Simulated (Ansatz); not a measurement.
Rocksalt ZnO was put through Ansatz (plane waves). The geometry is the PBEsol minimum.

The cell given to it:
```cif
data_structure
_symmetry_space_group_name_H-M 'P 1'
_symmetry_Int_Tables_number 1
_cell_length_a 3.0158
_cell_length_b 3.0158
_cell_length_c 3.0158
_cell_angle_alpha 60.000
_cell_angle_beta 60.000
_cell_angle_gamma 60.000
_cell_volume 19.40
loop_
_atom_site_label
_atom_site_type_symbol
_atom_site_fract_x
_atom_site_fract_y
_atom_site_fract_z
_atom_site_occupancy
Zn1 Zn 0.00000 0.00000 0.00000 1
O1 O 0.50000 0.50000 0.50000 1
```

Main lines of the log:
```
Pseudopotential: Zn, paw, valence charge 12, recommended cutoff 420 eV (normal)
Pseudopotential: O, paw, valence charge 6, recommended cutoff 420 eV (normal)
Functional definition: PBEsol
Crystal: 2 atoms, lattice volume = 19.395 Å³
Basis set: ecut = 420 eV, 339 PW (Γ)
Bands: 13, of which v1, the nominal top of the filled ones, is band 9 counted from 1 (8 counted from 0)
Symmetry: 48 space group operations
k-points: 59 of 512 (irreducible under 8 space group operations, time reversal used)
preconditioner: auto → none  [insulator: Δε(μ)=0.760 eV  ℏωp=35.8 eV]
WARN: field response: ε∞ stands inside a basis, on 8×8×8 points; the force constants stand on the 8×8×8 k-mesh, whose period is 12.16 times the interband length at k = (0.0000, 0.0000, 0.0000), direct gap 2.301 eV, under 14 […]
SCF converged after 7 iterations
Free energy (F): -3841.904839 eV
Fermi energy:    10.080402 eV
--- Phonons (Γ-DFPT): 2 representative perturbations + reference, on 59 of 512 k-points ---
  Γ frequencies (cm⁻¹): 0.00 0.00 0.00 231.95 231.95 231.95
  ε∞ (high-frequency dielectric tensor):
        5.453954     0.000000     0.000000
        0.000000     5.453954     0.000000
        0.000000     0.000000     5.453954
  ε⁰ (static dielectric tensor: ions relaxed, cell fixed):
       26.804200     0.000000     0.000000
        0.000000    26.804200     0.000000
        0.000000     0.000000    26.804200
  ε⁰ − ε∞ (ionic part):
       21.350246     0.000000     0.000000
        0.000000    21.350246     0.000000
        0.000000     0.000000    21.350246
  Born effective charges Z* (e; rows j = field, columns β = displacement):
    site 0:
         2.41237    0.00000    0.00000
         0.00000    2.41237    0.00000
         0.00000    0.00000    2.41237
    site 1:
        -2.41237    0.00000    0.00000
         0.00000   -2.41237    0.00000
         0.00000    0.00000   -2.41237
  ε∞ is read to err by 1.5e-2, Z* by 1.4e-2 e
  optical modes at Γ without the LO–TO term, one row a degenerate level:
      ω (cm⁻¹)  modes    IR ((D/Å)²/amu)
        231.95      3            31.3362
  optical modes at Γ + LO–TO along q̂ = [1.0000, 0.0000, 0.0000]:
      ω (cm⁻¹)  modes    IR ((D/Å)²/amu)
        231.95      2            20.8908
        514.21      1            10.4454
  optical modes at Γ + LO–TO along q̂ = [0.0000, 1.0000, 0.0000]: as above
  optical modes at Γ + LO–TO along q̂ = [0.0000, 0.0000, 1.0000]: as above
```

Q: What input produced it? Give the YAML.

A:
```yaml
crystal:
  # lattice and atoms as above
kpoints:
  mp_grid: { grid: [8, 8, 8] }
hamiltonian:
  xc: pbesol
scf:
  occupations: { method: fixed }
phonons:
  method: dfpt
  dielectric: true
  qpoints: [[0, 0, 0]]
  rigid_motions: translations
```
Frequencies at Γ with ε∞ and Born charges come from phonons by dfpt with dielectric on. This is the file that was run; thresholds and some counts can't be read off the log exactly.

The log's warnings on the mesh tell which of these values aren't settled.

Run as `ansatz run input.yaml --threads 2 --pin off --max-ram 2211MiB --backend cpu --events-out ev --progress --plain --runs-dir out`.

No spin polarisation and no zero-point or thermal motion; the cell was built from a prototype and may be hypothetical.
